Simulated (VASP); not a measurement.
Calculation: PBE GGA, VASP's PBE PAW potentials (set 64) (plane waves; VASP 6.6.1).

The input files of a VASP run:

INCAR:
```
! general
SYSTEM  = CsI
PREC    = Normal
ENCUT   = 400
LREAL   = .FALSE.
LASPH   = .TRUE.

! electronic loop
EDIFF   = 1E-5
NELM    = 100
NELMIN  = 4
ALGO    = Fast
LMAXMIX = 4

! smearing
ISMEAR  = 0
SIGMA   = 0.05

! functional
GGA     = PE

! ions
IBRION  = 2
NSW     = 20
ISIF    = 2
EDIFFG  = -0.03

! output
LWAVE   = .FALSE.
LCHARG  = .FALSE.
```

### POSCAR
```
CsI
1
    4.6709346625     0.0000000000     0.0000000000
    0.0000000000     4.6709346625     0.0000000000
    0.0000000000     0.0000000000     4.6709346625
Cs I
1 1
Direct
  0.0000000000   0.0000000000   0.0000000000
  0.5000000000   0.5000000000   0.5000000000
```

**KPOINTS**
```
Automatic mesh
0
G
7 7 7
```

POTCAR, in this order: Cs_sv I (PBE.64 set). Program: vasp_std.

Output of the run:

OSZICAR:
```
       N       E                     dE             d eps       ncg     rms          rms(c)
DAV:   1     0.849515109436E+02    0.84952E+02   -0.53944E+03   480   0.897E+02
DAV:   2     0.143679556140E+01   -0.83515E+02   -0.77963E+02   708   0.152E+02
DAV:   3    -0.549886512335E+01   -0.69357E+01   -0.69170E+01   616   0.499E+01
DAV:   4    -0.559642304179E+01   -0.97558E-01   -0.97528E-01   568   0.755E+00
DAV:   5    -0.559751442068E+01   -0.10914E-02   -0.10913E-02   616   0.805E-01    0.157E+00
RMM:   6    -0.546520908684E+01    0.13231E+00   -0.16225E-01   480   0.159E+00    0.102E+00
RMM:   7    -0.543991314138E+01    0.25296E-01   -0.26469E-01   491   0.193E+00    0.676E-01
RMM:   8    -0.544403208116E+01   -0.41189E-02   -0.23823E-02   480   0.775E-01    0.150E-01
RMM:   9    -0.544264485614E+01    0.13872E-02   -0.60418E-03   480   0.380E-01    0.933E-02
RMM:  10    -0.544279391013E+01   -0.14905E-03   -0.17196E-03   480   0.181E-01    0.556E-02
RMM:  11    -0.544284457018E+01   -0.50660E-04   -0.27731E-04   478   0.967E-02    0.382E-02
RMM:  12    -0.544284900143E+01   -0.44312E-05   -0.73764E-05   373   0.357E-02
   1 F= -.54428490E+01 E0= -.54428490E+01  d E =-.544285E+01
```

**OUTCAR**
```
------------------------ aborting loop because EDIFF is reached ----------------------------------------
  FORCE on cell =-STRESS in cart. coord.  units (eV):
  Direction    XX          YY          ZZ          XY          YZ          ZX
  --------------------------------------------------------------------------------------
  Total       -0.0466247     -0.0466247     -0.0466247      0.0000000      0.0000000      0.0000000
  in kB       -0.7330187     -0.7330187     -0.7330187      0.0000000      0.0000000      0.0000000
  external PRESSURE =      -0.7330187 kB  Pullay stress =       0.0000000 kB
  volume of cell :      101.91
      direct lattice vectors                 reciprocal lattice vectors
     4.670934662  0.000000000  0.000000000     0.214089914  0.000000000  0.000000000
     0.000000000  4.670934662  0.000000000     0.000000000  0.214089914  0.000000000
     0.000000000  0.000000000  4.670934662     0.000000000  0.000000000  0.214089914
 POSITION                                       TOTAL-FORCE (eV/Angst)
 -----------------------------------------------------------------------------------
      0.00000      0.00000      0.00000         0.000000      0.000000      0.000000
      2.33547      2.33547      2.33547         0.000000      0.000000      0.000000
 -----------------------------------------------------------------------------------
    total drift:                               -0.000000     -0.000000     -0.000000
  FREE ENERGIE OF THE ION-ELECTRON SYSTEM (eV)
  ---------------------------------------------------
  free  energy   TOTEN  =        -5.4428490014 eV

  energy  without entropy=       -5.4428490014  energy(sigma->0) =       -5.44284900

 reached required accuracy - stopping structural energy minimisation
```
(Selected blocks of OUTCAR.)

OUTCAR:
```
 val. band max:        0.4120993825   @ k =   0.4286   0.4286   0.0000

 cond. band min:       4.0950793058   @ k =   0.0000   0.0000   0.0000


 Fermi energy:         0.7134507920

 k-point     1 :       0.0000    0.0000    0.0000
  band No.  band energies     occupation
      1     -20.0571      2.00000
      2     -10.1232      2.00000
      3      -6.7665      2.00000
      4      -6.7665      2.00000
      5      -6.7665      2.00000
      6       0.3367      2.00000
      7       0.3367      2.00000
      8       0.3367      2.00000
      9       4.0951      0.00000
     10       4.6994      0.00000
     11       4.6994      0.00000
     12       8.0392      0.00000

 k-point     2 :       0.1429    0.0000    0.0000
  band No.  band energies     occupation
      1     -20.0537      2.00000
      2     -10.1229      2.00000
      3      -6.7938      2.00000
      4      -6.7576      2.00000
      5      -6.7576      2.00000
      6       0.0150      2.00000
      7       0.3163      2.00000
      8       0.3163      2.00000
      9       4.5157      0.00000
     10       4.8147      0.00000
     11       5.0953      0.00000
     12       7.9885      0.00000

 k-point     3 :       0.2857    0.0000    0.0000
  band No.  band energies     occupation
      1     -20.0461      2.00000
      2     -10.1232      2.00000
      3      -6.8493      2.00000
      4      -6.7374      2.00000
      5      -6.7374      2.00000
      6      -0.5525      2.00000
      7       0.2691      2.00000
      8       0.2691      2.00000
      9       5.1407      0.00000
     10       5.4281      0.00000
     11       6.0475      0.00000
     12       8.0658      0.00000

 k-point     4 :       0.4286    0.0000    0.0000
  band No.  band energies     occupation
      1     -20.0400      2.00000
      2     -10.1246      2.00000
      3      -6.8883      2.00000
      4      -6.7209      2.00000
      5      -6.7209      2.00000
      6      -0.9221      2.00000
...
```

Unless said otherwise, spin-orbit coupling is left out, though it shifts the bands of the heavy elements here.

The compound is CsI in the CsCl type structure. It was relaxed first, which changed the volume by +7 %.
